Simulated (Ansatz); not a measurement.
SnO2:

```
Sn O
1.0
     4.78800    0.00000    0.00000
     0.00000    4.86658    0.00000
     0.00000    0.00000    3.24090
Sn O
2 4
Direct
  0.00000 0.00000 0.00000
  0.50000 0.50000 0.50000
  0.70815 0.67896 0.00000
  0.20814 0.82104 0.50000
  0.79185 0.17896 0.50000
  0.29185 0.32104 0.00000
```

The cell is a database's computed one.

| Item | Value |
| --- | --- |
| Program | Ansatz 0.2.0 |
| Task | relaxation of cell and atoms |
| Functional | r2SCAN |
| Potentials or basis | Ansatz PAW |
| Cutoff | 500 eV (not typed: the program's choice for these potentials) |
| k mesh | 6 × 6 × 8 |
| Occupations | fermi-dirac, width 0.05 eV |
| Spin | no spin polarisation |

At the start: volume 12.59 Å³/atom.

**Question.** Where does the relaxation end?

**Answer.** It ends after 6 steps and the volume is 12.09 Å³/atom (-4.0 %); space group P4_2/mnm (No. 136, to 0.05 Å).

Step by step:
| step | energy change (eV) | largest force (eV/Å) | volume (Å³) |
| --- | --- | --- | --- |
| 1 | 0.0000 | 0.1331 | 75.52 |
| 2 | -0.0898 | 0.0699 | 72.36 |
| 3 | -0.0949 | 0.0647 | 72.44 |
| 4 | -0.0995 | 0.0598 | 72.48 |
| 5 | -0.0999 | 0.0009 | 72.51 |
| 6 | -0.0984 | 0.0008 | 72.51 |

Final structure:
```
Sn O
1.0
     4.75961    0.00000    0.00000
     0.00000    4.75976    0.00000
     0.00000    0.00000    3.20073
Sn O
2 4
Cartesian
  0.0000 0.0000 0.0000
  2.3798 2.3799 1.6004
  3.3043 3.3030 0.0000
  0.9245 3.8366 1.6004
  3.8351 0.9232 1.6004
  1.4553 1.4567 0.0000
```

Caveat: the plane-wave basis is chosen anew once the cell has moved, so the energies of steps on either side of that aren't comparable; the PAW data sets come from PBE, with cores solved anew for the run's functional, which leaves a small shift of forces and pressure.
